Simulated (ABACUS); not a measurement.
# ZnO (zincite) (P6_3mc) in ABACUS: equation of state

How stiff is ZnO (zincite) in PBEsol, and what volume does it want? The cell is scaled to several volumes.

All numbers are computed with ABACUS 3.10.1; they aren't measurements. Logs are shortened: lines on timing, memory, paths and dates and some standing lists are left out, and cuts for length are marked.

## Step 1: The crystal as given

It takes space group P6_3mc (No. 186, hexagonal). The conventional cell has a = 3.249 Å, b = 3.249 Å, c = 5.206 Å, α = 90.00°, β = 90.00°, γ = 120.00°. Around Zn (site symmetry 3m) lie 4 O at 1.97 to 1.98 Å. O (site symmetry 3m) has 4 Zn at 1.97 to 1.98 Å as nearest neighbours.

## Step 2: Equation of state, PBEsol, 11.19 Å³/atom (volume scaled by 0.94)

The input, INPUT:

```
INPUT_PARAMETERS
suffix              ZnO
calculation         scf
basis_type          pw
pseudo_dir          ./
symmetry            1
dft_functional      pbesol
ecutwfc             84
pseudo_rcut         7
nspin               1
nbands              32
ks_solver           dav
smearing_method     fd
smearing_sigma      0.00367493
scf_thr             1e-08
scf_nmax            100
mixing_type         broyden
mixing_beta         0.7
cal_force           1
cal_stress          1
kpar                4
```

The input, STRU:

```
ATOMIC_SPECIES
Zn 65.3800 Zn.upf
O 15.9990 O.upf

LATTICE_CONSTANT
1.8897261246

LATTICE_VECTORS
3.1829769797 0.0000000000 0.0000000000
-1.5914884899 2.7565389241 0.0000000000
0.0000000000 0.0000000000 5.0994402224

ATOMIC_POSITIONS
Direct

Zn
0.0
2
0.6666666667 0.3333333333 0.0000000000 1 1 1
0.3333333333 0.6666666667 0.5000000000 1 1 1

O
0.0
2
0.3333333333 0.6666666667 0.8790100000 1 1 1
0.6666666667 0.3333333333 0.3790100000 1 1 1
```

The input, KPT:

```
K_POINTS
0
Gamma
9 9 5 0 0 0
```

Potentials or basis: PseudoDojo NC SR 0.4.1 PBEsol standard, plane waves.

The run is started by

```sh
OMP_NUM_THREADS=1 mpirun -np 4 abacus > log
```

running log:

```text
ABACUS v3.10.1

               Atomic-orbital Based Ab-initio Computation at UStc

 ------------------------------------------------------------------------------------

 READING GENERAL INFORMATION
                           global_out_dir = OUT.ZnO/
                           global_in_card = INPUT
                               pseudo_dir = ./
[... 8 lines left out ...]

 READING ATOM TYPE 1
                               atom label = Zn
                      L=0, number of zeta = 1
                      L=1, number of zeta = 1
                      L=2, number of zeta = 1
             number of atom for this type = 2

 READING ATOM TYPE 2
                               atom label = O
                      L=0, number of zeta = 1
                      L=1, number of zeta = 1
                      L=2, number of zeta = 1
             number of atom for this type = 2

                        TOTAL ATOM NUMBER = 4
DIRECT COORDINATES
    atom                   x                   y                   z     mag                  vx                  vy                  vz
taud_Zn1            0.6666666667        0.3333333333        0.0000000000  0.0000        0.0000000000        0.0000000000        0.0000000000
taud_Zn2            0.3333333333        0.6666666667        0.5000000000  0.0000        0.0000000000        0.0000000000        0.0000000000
taud_O1            0.3333333333        0.6666666667        0.8790100000  0.0000        0.0000000000        0.0000000000        0.0000000000
taud_O2            0.6666666667        0.3333333333        0.3790100000  0.0000        0.0000000000        0.0000000000        0.0000000000

                          Volume (Bohr^3) = 301.937
                             Volume (A^3) = 44.7424

 Lattice vectors: (Cartesian coordinate: in unit of a_0)
             +3.18298                  +0                  +0
             -1.59149            +2.75654                  +0
                   +0                  +0            +5.09944
 Reciprocal vectors: (Cartesian coordinate: in unit of 2 pi/a_0)
            +0.314171           +0.181387                  -0
                   -0           +0.362774                  -0
                   +0                  -0             +0.1961
 The esolver type has been set to : ksdft_pw

                PAO radial cut off (Bohr) = 7

 Read in pseudopotential file is Zn.upf
                     pseudopotential type = NC
          exchange-correlation functional = PBESOL
                 nonlocal core correction = 1
                        valence electrons = 20
                                     lmax = 2
                           number of zeta = 4
                     number of projectors = 6
                           L of projector = 0
[... 5 lines left out ...]
                PAO radial cut off (Bohr) = 7

 Read in pseudopotential file is O.upf
                     pseudopotential type = NC
          exchange-correlation functional = PBESOL
                 nonlocal core correction = 1
                        valence electrons = 6
                                     lmax = 2
                           number of zeta = 2
                     number of projectors = 5
                           L of projector = 0
                           L of projector = 0
                           L of projector = 1
                           L of projector = 1
                           L of projector = 2
     initial pseudo atomic orbital number = 28

 SETUP THE ELECTRONS NUMBER
            electron number of element Zn = 20
      total electron number of element Zn = 40
             electron number of element O = 6
       total electron number of element O = 12
            AUTOSET number of electrons:  = 52
                           occupied bands = 26
                                   NBANDS = 32
                                   NLOCAL = 36

%%%%%%%%%%%%%%%%%%%%%%%%%%%%%%%%%%%%%%%%%%%%%%%%%%%%%%%%%%%%%%%%%%%%%%%%%%%%%%%%%%%%%%%%%%%%%%%%%%%%%%%%%%
 Warning: the number of valence electrons in pseudopotential > 12 for Zn: [Ar] 3d10 4s2
 Pseudopotentials with additional electrons can yield (more) accurate outcomes, but may be less efficient.
 If you're confident that your chosen pseudopotential is appropriate, you can safely ignore this warning.
%%%%%%%%%%%%%%%%%%%%%%%%%%%%%%%%%%%%%%%%%%%%%%%%%%%%%%%%%%%%%%%%%%%%%%%%%%%%%%%%%%%%%%%%%%%%%%%%%%%%%%%%%%

 SETUP THE PLANE WAVE BASIS
 energy cutoff for charge/potential (unit:Ry) = 336
            fft grid for charge/potential = [ 36, 36, 60 ]
                        fft grid division = [ 1, 1, 1 ]
        big fft grid for charge/potential = [ 36, 36, 60 ]
                                     nbxx = 77760
                                     nrxx = 77760

 SETUP PLANE WAVES FOR CHARGE/POTENTIAL
                    number of plane waves = 31395
                         number of sticks = 847

 PARALLEL PW FOR CHARGE/POTENTIAL
     PROC   COLUMNS(POT)             PW
        1            847          31395
 --------------- sum -------------------
        1            847          31395
                            number of |g| = 1510
                                  max |g| = 30.3749
                                  min |g| = 0
[... 58 lines left out ...]
                       right hand lattice = 1
(for reciprocal lattice: )
                             BRAVAIS TYPE = 4
                     BRAVAIS LATTICE NAME = 04. Hexagonal cell
                                    ibrav = 4
                       right hand lattice = 1
(for k-lattice: )
                             BRAVAIS TYPE = 4
                     BRAVAIS LATTICE NAME = 04. Hexagonal cell
                                    ibrav = 4
                       right hand lattice = 1
                        ROTATION MATRICES = 24
                               nkstot_ibz = 36
K-POINTS REDUCTION ACCORDING TO SYMMETRY
     IBZ    DIRECT_X    DIRECT_Y    DIRECT_Z  WEIGHT  ibz2bz
       1  0.00000000  0.00000000  0.00000000  0.0025       0
       2 -0.11111111  0.11111111  0.00000000  0.0148       1
       3 -0.22222222  0.22222222  0.00000000  0.0148       2
       4 -0.33333333  0.33333333  0.00000000  0.0148       3
       5 -0.44444444  0.44444444  0.00000000  0.0148       4
       6 -0.11111111  0.22222222  0.00000000  0.0148      10
[... 22 lines left out ...]
      29 -0.44444444  0.44444444  0.40000000  0.0296     166
      30 -0.11111111  0.22222222  0.40000000  0.0296     172
[... 6 further k points ...]

                               nkstot now = 36
[... K-POINTS DIRECT COORDINATES: 36 rows ...]

           k-point number in this process = 9
       minimum distributed K point number = 9
[... stars of the k points ...]

[... K-POINTS CARTESIAN COORDINATES: 9 rows ...]

[... K-POINTS DIRECT COORDINATES: 9 rows ...]

 SETUP PLANE WAVES FOR WAVE FUNCTIONS
     energy cutoff for wavefunc (unit:Ry) = 84
              fft grid for wave functions = [ 36, 36, 60 ]
                    number of plane waves = 5227
                         number of sticks = 253

 PARALLEL PW FOR WAVE FUNCTIONS
     PROC   COLUMNS(POT)             PW
        1            253           5227
 --------------- sum -------------------
        1            253           5227

 SETUP NONLOCAL PSEUDOPOTENTIALS IN PLANE WAVE BASIS
 Zn non-local projectors:
 projector 1 L=0
 projector 2 L=0
 projector 3 L=1
 projector 4 L=1
 projector 5 L=2
 projector 6 L=2
 O non-local projectors:
 projector 1 L=0
 projector 2 L=0
 projector 3 L=1
 projector 4 L=1
 projector 5 L=2
      TOTAL NUMBER OF NONLOCAL PROJECTORS = 62

 Init Non-Local PseudoPotential table :
 Init Non-Local-Pseudopotential done.

                                     npwx = 3959

 Make real space PAO into reciprocal space.
       max mesh points in Pseudopotential = 701
     dq(describe PAO in reciprocal space) = 0.01
                                    max q = 1104

 number of pseudo atomic orbitals for Zn is 4
WARNING: norm of atomic wavefunction # 3 of atomic type Zn is 0.999997, renormalized
WARNING: norm of atomic wavefunction # 4 of atomic type Zn is 0.998493, renormalized

 number of pseudo atomic orbitals for O is 2
WARNING: norm of atomic wavefunction # 2 of atomic type O is 0.999978, renormalized

 -------------------------------------------
 SELF-CONSISTENT
 -------------------------------------------
                                 init_chg = atomic

 PW ALGORITHM --------------- ION=   1  ELEC=   1--------------------------------

 Density error is 0.760441350309
                          Error Threshold = 0.01
----------------------------------------------------------
     Energy           Rydberg                 eV
----------------------------------------------------------
 E_KohnSham     -901.3779133053      -12263.8756723023
 E_Harris       -902.9594838704      -12285.3940437770
 E_Fermi        0.7496236516         10.1991530167
----------------------------------------------------------
[... 87 lines left out ...]
 Density error is 8.20805028023e-11
                          Error Threshold = 2.20471750644e-11
----------------------------------------------------------
     Energy           Rydberg                 eV
----------------------------------------------------------
 E_KohnSham     -901.7111677759      -12268.4098319864
 E_KS(sigma->0) -901.7111677031      -12268.4098309960
 E_Harris       -901.7113669244      -12268.4125415407
 E_band         -78.7799350545       -1071.8560048107
 E_one_elec     -596.7440122393      -8119.1188138369
 E_Hartree      318.8131994194       4337.6761097143
 E_xc           -105.7798133480      -1439.2081949088
 E_Ewald        -518.0005414624      -7047.7589309743
 E_entropy(-TS) -0.0000001456        -0.0000019807
 E_descf        0.0000000000         0.0000000000
 E_exx          0.0000000000         0.0000000000
 E_Fermi        0.8173458648         11.1205609975
----------------------------------------------------------

 charge density convergence is achieved
 final etot is -12268.409832 eV
 EFERMI = 11.120560997 eV

 STATE ENERGY(eV) AND OCCUPATIONS    NSPIN == 1
 1/9 kpoint (Cartesian) = 0.0000 0.0000 0.0000 (3959 pws)
       1       -112.544     0.00493827
       2       -112.543     0.00493827
       3       -66.9010     0.00493827
       4       -66.8967     0.00493827
       5       -66.8967     0.00493827
       6       -66.8965     0.00493827
[... 194 lines left out ...]
      31        22.9948        0.00000
      32        24.1658        0.00000

[... levels at 3 further k points ...]

------------------------------------------------------------------------------------------
 TOTAL-FORCE (eV/Angstrom)
------------------------------------------------------------------------------------------
                       Zn1         0.0000000000         0.0000000000        -0.0829653854
                       Zn2         0.0000000000         0.0000000000        -0.0829653854
                        O1         0.0000000000         0.0000000000         0.0829653854
                        O2         0.0000000000         0.0000000000         0.0829653854
------------------------------------------------------------------------------------------

----------------------------------------------------------------
 TOTAL-STRESS (KBAR)
----------------------------------------------------------------
        70.7639998322         0.0000000013         0.0000000000
         0.0000000013        70.7639998312        -0.0000000000
         0.0000000000        -0.0000000000        90.7021307814
----------------------------------------------------------------
 TOTAL-PRESSURE: 77.410043 KBAR

 --------------------------------------------
 !FINAL_ETOT_IS -12268.4098319863842335 eV
 --------------------------------------------
```

Wall time 26 s (4 MPI ranks of Intel Xeon Platinum 8259CL at 2.50GHz (Skylake/Cascade Lake), shared host); peak memory 0.48 GiB.

Results:

```yaml
Free_energy: -12268.4098 eV
Pressure: 7.7 GPa
Largest_force: 0.083 eV/Å
Band_gap_on_the_k_mesh: 0.86 eV, direct
```

(Part 1 of 2 ends here.)
